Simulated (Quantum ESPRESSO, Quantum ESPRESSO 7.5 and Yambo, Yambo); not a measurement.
**Converging GW for NaF (Villiaumite) in Yambo**

Aim: raise bands and screening cutoff together for NaF (Villiaumite) and follow gap and time.

Main program and level: Quantum ESPRESSO 7.5 and Yambo 5.3.0; PBE and many-body steps on it, plane waves.

The database entry behind the starting cell differs from later determinations by our own check (0.1 to 0.3 % short, probably kX units), so it need not match the best structure at ambient conditions.

## (1) Set-up

It takes space group Fm-3m (No. 225, cubic). Conventional cell: a = 4.620 Å, b = 4.620 Å, c = 4.620 Å, α = 90.00°, β = 90.00°, γ = 90.00°. Nearest to Na lie 6 F at 2.31 Å. Nearest to F lie 6 Na at 2.31 Å. Farther neighbours and most contacts between anions are not listed.

The cell and positions come from the Crystallography Open Database and are kept as given unless a step says otherwise.

## (2) Empty states on the mesh, 6×6×6 mesh, 298 bands

This step: Quantum ESPRESSO 7.5; DFT, PBE, plane waves, norm-conserving pseudopotentials.

The sums over transitions need many empty states on a uniform mesh; this step solves for them.

The input, pw.in:

```
&control
  calculation = 'nscf'
  prefix = 'x'
  outdir = 'o'
  pseudo_dir = 'pseudo'
/
&system
  ibrav = 0
  nat = 2
  ntyp = 2
  ecutwfc = 76.0
  nbnd = 298
  force_symmorphic = .true.
/
&electrons
  conv_thr = 1e-9
  electron_maxstep = 80
  diago_full_acc = .true.
  diago_thr_init = 5e-6
/
ATOMIC_SPECIES
  Na 22.99 Na.upf
  F 18.998 F.upf
CELL_PARAMETERS angstrom
  -0.0000000000 2.3100000000 2.3100000000
  2.3100000000 0.0000000000 2.3100000000
  2.3100000000 2.3100000000 0.0000000000
ATOMIC_POSITIONS crystal
  Na 0.0000000000 0.0000000000 0.0000000000
  F 0.5000000000 0.5000000000 0.5000000000
K_POINTS automatic
  6 6 6 0 0 0
```

Command:

```bash
OMP_NUM_THREADS=1 mpirun -n 4 pw.x -nk 4 -in pw.in > pw.out
```

The log of the run:

```text
Program PWSCF v.7.5 starts

     This program is part of the open-source Quantum ESPRESSO suite
     for quantum simulation of materials; please cite
         "P. Giannozzi et al., J. Phys.:Condens. Matter 21 395502 (2009);
         "P. Giannozzi et al., J. Phys.:Condens. Matter 29 465901 (2017);
         "P. Giannozzi et al., J. Chem. Phys. 152 154105 (2020);
     in publications or presentations arising from this work. More details at

     Atomic positions and unit cell read from directory:
     o/x.save/

     Message from routine setup:
[...]
k = 0.2357 0.2357-0.2357 (  1865 PWs)   bands (ev):

[...]
109.7957 110.9265 110.9265 112.2880 112.2880 112.8182 116.2630 121.1201
     [... 26 further rows ...]
   288.8826 290.1107 290.6334 290.6334 291.0184 293.5097 295.1974 295.1974
   295.7838 296.0335

          k =-0.3536-0.3536 0.3536 (  1850 PWs)   bands (ev):

     [... further k-points ...]

     highest occupied, lowest unoccupied level (ev):     0.9991    7.3887

     XML data file, pseudopotentials, collected wavefunctions

=------------------------------------------------------------------------------=
   JOB DONE.
=------------------------------------------------------------------------------=
```

It took 27 s on 4 MPI ranks of Arm Neoverse V2, shared host; peak memory 0.41 GiB; 1.8 min of CPU time.

This step gave:

* gap: 6.390 eV
* k of the valence top: 0, 0, 0
* k of the conduction bottom: 0, 0, 0
* least direct gap: 6.390 eV
* k points computed: 16
* lowest point of the top converged band, above the valence top: 290.7043 eV

On this mesh the gap is 6.390 eV.

The density comes from a self-consistent run that is not shown.

## (3) Conversion and set-up

This step: Yambo 5.3.0; conversion and set-up on PBE, plane waves, norm-conserving pseudopotentials.

The states are converted to the many-body program's format and the q mesh is built.

Command:

```bash
(cd o/x.save; p2y > p2y.log; mv SAVE ../..); yambo > setup.log
```

The log of the run:

```text
 Yambo, version 5.3.0

 [02] CORE Variables Setup
 =========================

  [02.01] Unit cells
  ==================

  Cell kind             :  FCC
  Atoms in the cell     :  Na  F
  number of Na atoms    :  1
  number of F  atoms    :  1

  List of atomic masses
  Mass of Na    :  22.99000
  Mass of F     :  18.99800

  List of atomic coordinates    : [cc]
  Na1       :  0.000000  0.000000  0.000000  order 1
  F1       :  4.365267  4.365267  4.365267  order 2

  Alat factors          :  4.365267  4.365267  4.365267 [a.u.]
  Direct lattice volume :  166.3652 [a.u.]
[...]
Q [ 1]         [rlu]:  0.000000  0.000000  0.000000
 Q [ 2]         [rlu]:  0.23370E-16 -0.43854E-17  0.16667
 Q [ 3]         [rlu]:  0.46740E-16 -0.87708E-17  0.33333
[...]
Q [ 8]         [rlu]: -0.16938E-16  0.16667     -0.33333
 Q [ 9]         [rlu]:  0.47337E-16  0.16667     -0.16667
 Q [10]         [rlu]:  0.51449E-16  0.33333      0.33333
     [... 4 further rows ...]
 Q [15]         [rlu]:  0.166667  0.333333 -0.333333
 Q [16]         [rlu]:  0.166667 -0.500000 -0.333333

  [03.01] X indexes
  =================

   [03.01.01] Sigma indexes
   ========================

 [06] Game Over & Game summary
```

Wall time 1.9 s (1 MPI rank); peak memory 0.24 GiB.

## (4) 44 bands, 122.5 eV

Now the one-shot GW correction: screening in the RPA, then the self-energy of the levels asked for.

This step: G0W0 on PBE, plane waves, norm-conserving pseudopotentials.

The input, gw1.in:

```
HF_and_locXC
gw0
dyson
ppa
em1d
rim_cut
RandQpts= 1000000
RandGvec= 1 RL
EXXRLvcs= 76 Ry
VXCRLvcs= 304 Ry
Chimod= "HARTREE"
% BndsRnXp
 1 | 44 |
%
NGsBlkXp= 9 Ry
% LongDrXp
 1 | 1 | 1 |
%
% GbndRnge
 1 | 44 |
%
DysSolver= "n"
ExtendOut
PPAPntXp= 27.21138 eV
% QPkrange
 1 | 1 | 7 | 10 |
%
```

Command:

```bash
OMP_NUM_THREADS=1 mpirun -n 4 yambo -F gw1.in -J gw1 -C gw1 > gw1.log
```

The log of the run:

```text
 Yambo, version 5.3.0

 [02] CORE Variables Setup
 =========================

  [... cell, symmetries and grids as in the set-up ...]

  [02.05] Energies & Occupations
  ==============================

  [X] === General ===
  [X] Electronic Temperature                        :  0.000000  0.000000 [eV K]
  [X] Bosonic    Temperature                        :  0.000000  0.000000 [eV K]
  [X] Finite Temperature mode                       : no
  [X] El. density                                   :  0.64901E+24 [cm-3]
  [X] Fermi Level                                   :  0.999133 [eV]

  [X] === Gaps and Widths ===
  [X] Conduction Band Min                           :  6.389538 [eV]
  [X] Valence Band Max                              :  0.000000 [eV]
  [X] Filled Bands                                  :   8
  [X] Empty Bands                                   :    9  298
  [X] Direct Gap                                    :  6.389538 [eV]
  [X] Direct Gap localized at k                     :  1
  [X] Indirect Gap                                  :  6.389538 [eV]
  [X] Indirect Gap between kpts                     :  1  1
  [X] Last valence band width                       :  0.531617 [eV]
  [X] 1st conduction band width                     :  6.892425 [eV]

 [03] Transferred momenta grid and indexing
 ==========================================

 IBZ Q-points                                      :  16
 BZ  Q-points                                      :  216

 K/Q-points units:
 rlu = crystal or reduced units; cc = cartesian coordinates; iku = interal k-units

 Q [ 1]         [rlu]:  0.000000  0.000000  0.000000
 Q [ 2]         [rlu]:  0.23370E-16 -0.43854E-17  0.16667
 Q [ 3]         [rlu]:  0.46740E-16 -0.87708E-17  0.33333
 Q [ 4]         [rlu]: -0.72449E-16  0.10818E-16 -0.50000
 Q [ 5]         [rlu]:  0.25724E-16  0.16667      0.16667
 Q [ 6]         [rlu]:  0.23370E-16  0.16667      0.33333
 Q [ 7]         [rlu]: -0.12566E-16  0.16667      0.50000
 Q [ 8]         [rlu]: -0.16938E-16  0.16667     -0.33333
 Q [ 9]         [rlu]:  0.47337E-16  0.16667     -0.16667
 Q [10]         [rlu]:  0.51449E-16  0.33333      0.33333
     [... 4 further rows ...]
 Q [15]         [rlu]:  0.166667  0.333333 -0.333333
 Q [16]         [rlu]:  0.166667 -0.500000 -0.333333

 [04] Coloumb potential Random Integration (RIM)
 ===============================================

  [04.01] RIM initialization
  ==========================

  * Diagonal components only detected *

  8 x (sBL volume)        :  0.055222 [a.u.]
  sBZ random points       :  1000000
  Points outside the sBZ  :   7996195
  RL volume               :  1.490998 [a.u.]
  Integrated volume       :  1.491708 [a.u.]

  [04.02] RIM integrals
  =====================

  Gamma point sphere radius             :  0.069075 [a.u.]
  Points outside the sphere             :   799659
  [Int_sBZ(q=0) 1/q^2]*(Vol_sBZ)^(-1/3) =:  7.764404
                                 should be <:  7.795600

  Summary of Coulomb integrals for non-metallic bands |Q|[au] RIM/Bare

  Q [1] 0.100000E-4 0.995998 * Q [2] 0.207754 1.065683
  Q [5] 0.239893 1.063731 * Q [9] 0.339260 1.025994
  Q [6] 0.397818 1.019604 * Q [3] 0.415507 1.017314
  Q [10] 0.479786 1.013697 * Q [8] 0.522835 1.010763
  Q [14] 0.536417 1.010819 * Q [7] 0.587616 1.008998
  Q [11] 0.623261 1.008132 * Q [4] 0.623261 1.007575
  Q [12] 0.678520 1.006539 * Q [15] 0.709613 1.006052
  Q [13] 0.719679 1.006039 * Q [16] 0.758609 1.005530

 [WARNING] [Xp] User bands 1-44 break level degeneracy

 [05] Dipoles
 ============

  [05.01] Setup: observables and procedures
  =========================================

 [06] Dynamic Dielectric Matrix (PPA)
 ====================================

 [WR./gw1//ndb.pp]---------------------------------------------------------------
  Brillouin Zone Q/K grids (IBZ/BZ)                :   16  216   16  216
  RL vectors                                       :  2445 [WF]
  Coulomb cutoff potential                         : none
  Electronic Temperature                           :  0.000000 [K]
  Bosonic    Temperature                           :  0.000000 [K]
  PPA    diel. fun.  energies                      : Perdew, Burke & Ernzerhof(X)+Perdew, Burke & Ernzerhof(C)
  wavefunctions                                    : Perdew, Burke & Ernzerhof(X)+Perdew, Burke & Ernzerhof(C)
  Global Gauge                                     : length
  X matrix size                                    :   89
  X band range                                     :    1   44
  X e/h energy range                               : -1.000000 -1.000000 [eV]
  X Time ordering                                  : R
  X Hxc Kernel                                     : HARTREE
  X Drude frequency                                :  0.000000  0.000000
  X poles                                          :  100.0000 [o/o]
  RL vectors in the sum                            :  2445
  [r,Vnl] included                                 : yes
  Field direction                                  :  0.577350E-5  0.577350E-5  0.577350E-5
  BZ energy Double Grid                            : no
  BZ energy DbGd points                            : 0
  BZ Q point size factor                           : -1.000000
  X Optical Averaged directions                    : none

 [07] Local Exchange-Correlation + Non-Local Fock
 ================================================

 [VXC] Plane waves :  14841
 [EXS] Plane waves :  1893

 QP @ state[ 1 ] K range:  1  1
 QP @ state[ 1 ] b range:   7  10

 [xc] Functional : Perdew, Burke & Ernzerhof(X)+Perdew, Burke & Ernzerhof(C)
 [xc] LIBXC used to calculate xc functional
  PP Number of Atomic Species                      :  2
  NLCC RL compoments                               :  14841
  PP Number of Atomic Species                      :  2
  NLCC RL compoments                               :  14841

 [xc] E_xc :  -11.60134 [Ha]
      E_xc :  -23.20269 [Ry]

  Local XC kind (lXC) : Perdew, Burke & Ernzerhof(X)+Perdew, Burke & Ernzerhof(C)
  Non-Local XC kind (nlXC) : Hartree-Fock

  Corrections @ K [1] :  [eV]
 <7|nlXC|7> = -30.18507  0.48748E-17 <7|lXC|7> = -22.50797  0.17706E-16
 <8|nlXC|8> = -30.18500 -0.31988E-17 <8|lXC|8> = -22.50797  0.94410E-16
 <9|nlXC|9> = -5.346381  0.64778E-18 <9|lXC|9> = -9.465273  0.94488E-16
 <10|nlXC|10> = -2.176652  0.21991E-18 <10|lXC|10> = -7.169311 -0.49478E-20

 [08] Dyson equation: Newton solver
 ==================================

  [08.01] G0W0 (W PPA)
  ====================

  [  GW  ] Bands range     :    1   44
  [GW/PPA] G damping       :  0.100000 [eV]

  QP @ state[ 1 ] K range:  1  1
  QP @ state[ 1 ] b range:   7  10

   Sc/G bands                                       :    1   44
   Sc/G damping                                     :  0.100000 ev
   Sc bands terminator                              : no
   Sx RL components                                 :  1893

   QP @ state[ 1 ] K range                          :  1  1
   QP @ state[ 1 ] b range                          :   7  10
   GF energies kind                                 : Perdew, Burke & Ernzerhof(X)+Perdew, Burke & Ernzerhof(C)
   GF WF`s kind                                     : Perdew, Burke & Ernzerhof(X)+Perdew, Burke & Ernzerhof(C)
   Xs energies kind                                 : Perdew, Burke & Ernzerhof(X)+Perdew, Burke & Ernzerhof(C)
   Xs WF`s kind                                     : Perdew, Burke & Ernzerhof(X)+Perdew, Burke & Ernzerhof(C)

 [11] Game Over & Game summary
```

Elapsed: 23 s, on 4 MPI ranks; peak memory 1.4 GiB.

This step gave:

- G0W0 gap on the points computed: 10.38 eV
- starting gap on the mesh: 6.390 eV
- k of the valence top: 0, 0, 0
- k of the conduction bottom: 0, 0, 0
- least direct G0W0 gap on the computed points: 10.38 eV
- Z at the valence top: 0.8262
- Z at the conduction bottom: 0.9052

The gap on the mesh goes from 6.39 eV to 10.38 eV, a correction of +3.99 eV.

## (5) 126 bands, 231.3 eV

The input, gw2.in:

```
HF_and_locXC
gw0
dyson
ppa
em1d
rim_cut
RandQpts= 1000000
RandGvec= 1 RL
EXXRLvcs= 76 Ry
VXCRLvcs= 304 Ry
Chimod= "HARTREE"
% BndsRnXp
 1 | 126 |
%
NGsBlkXp= 17 Ry
% LongDrXp
 1 | 1 | 1 |
%
% GbndRnge
 1 | 126 |
%
DysSolver= "n"
ExtendOut
PPAPntXp= 27.21138 eV
% QPkrange
 1 | 1 | 7 | 10 |
%
```

Command:

```bash
OMP_NUM_THREADS=1 mpirun -n 4 yambo -F gw2.in -J gw2 -C gw2 > gw2.log
```

The log of the run:

```text
 Yambo, version 5.3.0

 [02] CORE Variables Setup
 =========================

  [... cell, symmetries and grids as in the set-up ...]

  [02.05] Energies & Occupations
  ==============================

  [X] === General ===
  [X] Electronic Temperature                        :  0.000000  0.000000 [eV K]
  [X] Bosonic    Temperature                        :  0.000000  0.000000 [eV K]
  [X] Finite Temperature mode                       : no
  [X] El. density                                   :  0.64901E+24 [cm-3]
  [X] Fermi Level                                   :  0.999133 [eV]

  [X] === Gaps and Widths ===
  [X] Conduction Band Min                           :  6.389538 [eV]
  [X] Valence Band Max                              :  0.000000 [eV]
  [X] Filled Bands                                  :   8
  [X] Empty Bands                                   :    9  298
  [X] Direct Gap                                    :  6.389538 [eV]
  [X] Direct Gap localized at k                     :  1
  [X] Indirect Gap                                  :  6.389538 [eV]
  [X] Indirect Gap between kpts                     :  1  1
  [X] Last valence band width                       :  0.531617 [eV]
  [X] 1st conduction band width                     :  6.892425 [eV]

 [03] Transferred momenta grid and indexing
 ==========================================

 IBZ Q-points                                      :  16
 BZ  Q-points                                      :  216

 K/Q-points units:
 rlu = crystal or reduced units; cc = cartesian coordinates; iku = interal k-units

 Q [ 1]         [rlu]:  0.000000  0.000000  0.000000
 Q [ 2]         [rlu]:  0.23370E-16 -0.43854E-17  0.16667
 Q [ 3]         [rlu]:  0.46740E-16 -0.87708E-17  0.33333
[...]
================================================

 [VXC] Plane waves :  14841
 [EXS] Plane waves :  1893

 QP @ state[ 1 ] K range:  1  1
 QP @ state[ 1 ] b range:   7  10

 [xc] Functional : Perdew, Burke & Ernzerhof(X)+Perdew, Burke & Ernzerhof(C)
 [xc] LIBXC used to calculate xc functional
  PP Number of Atomic Species                      :  2
  NLCC RL compoments                               :  14841
  PP Number of Atomic Species                      :  2
  NLCC RL compoments                               :  14841

 [xc] E_xc :  -11.60134 [Ha]
      E_xc :  -23.20269 [Ry]

  Local XC kind (lXC) : Perdew, Burke & Ernzerhof(X)+Perdew, Burke & Ernzerhof(C)
  Non-Local XC kind (nlXC) : Hartree-Fock

  Corrections @ K [1] :  [eV]
 <7|nlXC|7> = -30.18507  0.48748E-17 <7|lXC|7> = -22.50797  0.17706E-16
 <8|nlXC|8> = -30.18500 -0.31988E-17 <8|lXC|8> = -22.50797  0.94410E-16
 <9|nlXC|9> = -5.346381  0.64778E-18 <9|lXC|9> = -9.465273  0.94488E-16
 <10|nlXC|10> = -2.176652  0.21991E-18 <10|lXC|10> = -7.169311 -0.49478E-20

 [08] Dyson equation: Newton solver
 ==================================

  [08.01] G0W0 (W PPA)
  ====================

  [  GW  ] Bands range     :    1  126
  [GW/PPA] G damping       :  0.100000 [eV]

  QP @ state[ 1 ] K range:  1  1
  QP @ state[ 1 ] b range:   7  10

   Sc/G bands                                       :    1  126
   Sc/G damping                                     :  0.100000 ev
   Sc bands terminator                              : no
   Sx RL components                                 :  1893

   QP @ state[ 1 ] K range                          :  1  1
   QP @ state[ 1 ] b range                          :   7  10
   GF energies kind                                 : Perdew, Burke & Ernzerhof(X)+Perdew, Burke & Ernzerhof(C)
   GF WF`s kind                                     : Perdew, Burke & Ernzerhof(X)+Perdew, Burke & Ernzerhof(C)
   Xs energies kind                                 : Perdew, Burke & Ernzerhof(X)+Perdew, Burke & Ernzerhof(C)
   Xs WF`s kind                                     : Perdew, Burke & Ernzerhof(X)+Perdew, Burke & Ernzerhof(C)

 [11] Game Over & Game summary
```

Run time: 2.5 min. Hardware: 4 MPI ranks; peak memory 1.6 GiB.

This step gave:

| Item | Value |
| --- | --- |
| G0W0 gap on the points computed | 10.51 eV |
| starting gap on the mesh | 6.390 eV |
| k of the valence top | 0, 0, 0 |
| k of the conduction bottom | 0, 0, 0 |
| least direct G0W0 gap on the computed points | 10.51 eV |
| Z at the valence top | 0.8219 |
| Z at the conduction bottom | 0.9033 |

Against G0W0 in Yambo (6×6×6 mesh, 44 bands, screening to 122.5 eV, Godby-Needs plasmon pole), the gap moves by +0.138 eV.

## (6) 298 bands, 353.7 eV

The input, gw3.in:

```
HF_and_locXC
gw0
dyson
ppa
em1d
rim_cut
RandQpts= 1000000
RandGvec= 1 RL
EXXRLvcs= 76 Ry
VXCRLvcs= 304 Ry
Chimod= "HARTREE"
% BndsRnXp
 1 | 298 |
%
NGsBlkXp= 26 Ry
% LongDrXp
 1 | 1 | 1 |
%
% GbndRnge
 1 | 298 |
%
DysSolver= "n"
ExtendOut
PPAPntXp= 27.21138 eV
% QPkrange
 1 | 1 | 7 | 10 |
%
```

Command:

```bash
OMP_NUM_THREADS=1 mpirun -n 4 yambo -F gw3.in -J gw3 -C gw3 > gw3.log
```

The log of the run:

```text
 Yambo, version 5.3.0

 [02] CORE Variables Setup
 =========================

  [... cell, symmetries and grids as in the set-up ...]

  [02.05] Energies & Occupations
  ==============================

  [X] === General ===
  [X] Electronic Temperature                        :  0.000000  0.000000 [eV K]
  [X] Bosonic    Temperature                        :  0.000000  0.000000 [eV K]
  [X] Finite Temperature mode                       : no
  [X] El. density                                   :  0.64901E+24 [cm-3]
[...]
Sx RL components                                 :  1893

   QP @ state[ 1 ] K range                          :  1  1
   QP @ state[ 1 ] b range                          :   7  10
   GF energies kind                                 : Perdew, Burke & Ernzerhof(X)+Perdew, Burke & Ernzerhof(C)
   GF WF`s kind                                     : Perdew, Burke & Ernzerhof(X)+Perdew, Burke & Ernzerhof(C)
   Xs energies kind                                 : Perdew, Burke & Ernzerhof(X)+Perdew, Burke & Ernzerhof(C)
   Xs WF`s kind                                     : Perdew, Burke & Ernzerhof(X)+Perdew, Burke & Ernzerhof(C)

 [11] Game Over & Game summary
```

Wall time 14 min (4 MPI ranks); peak memory 2.2 GiB.

This step gave:

| Item | Value |
| --- | --- |
| G0W0 gap on the points computed | 10.68 eV |
| starting gap on the mesh | 6.390 eV |
| k of the valence top | 0, 0, 0 |
| k of the conduction bottom | 0, 0, 0 |
| least direct G0W0 gap on the computed points | 10.68 eV |

Against G0W0 in Yambo (6×6×6 mesh, 126 bands, screening to 231.3 eV, Godby-Needs plasmon pole), the gap moves by +0.166 eV.

## (7) Side by side

Times are wall times on 4 MPI ranks of Arm Neoverse V2, shared host, good to a factor of about two.

| run | mesh | bands | screening cutoff (eV) | DFT gap (eV) | gap on the mesh (eV) | direct (eV) | time |
| --- | --- | --- | --- | --- | --- | --- | --- |
| 44 bands, 122.5 eV | 6×6×6 | 44 | 122.5 | 6.390 | 10.377 | 10.377 | 23 s |
| 126 bands, 231.3 eV | 6×6×6 | 126 | 231.3 | 6.390 | 10.514 | 10.514 | 2.5 min |
| 298 bands, 353.7 eV | 6×6×6 | 298 | 353.7 | 6.390 | 10.681 | 10.681 | 14 min |

## (8) What came out

| Quantity | Value |
| --- | --- |
| 44 bands, 122.5 eV | 10.377 eV |
| 126 bands, 231.3 eV | 10.514 eV |
| 298 bands, 353.7 eV | 10.681 eV |
| known limits | not at the basis limit |

From the first rung to the last the gap moves by +0.30 eV for 37 times the time. The steps are not yet shrinking, so no limit is drawn. In the G0W0 runs levels were corrected at 1 k point alone, so a gap called «on the mesh» is the least over those, and an edge elsewhere would be missed.

[Paths, hosts, dates, memory and timing lines, banners, echoed tables and standing remarks are left out of the program output.]

[Logs are printed without paths, hosts, clocks, repeated set-up lines and the standing remarks that a program may print on its own settings, such as how far it seeks lower states.]

[Runs of the session that timed out or met a known fault of the program may be left out.]

[Hosts, paths, dates, database ids (printed as entryN), source tags and the programs' standing remarks are cut or masked in the printed files.]
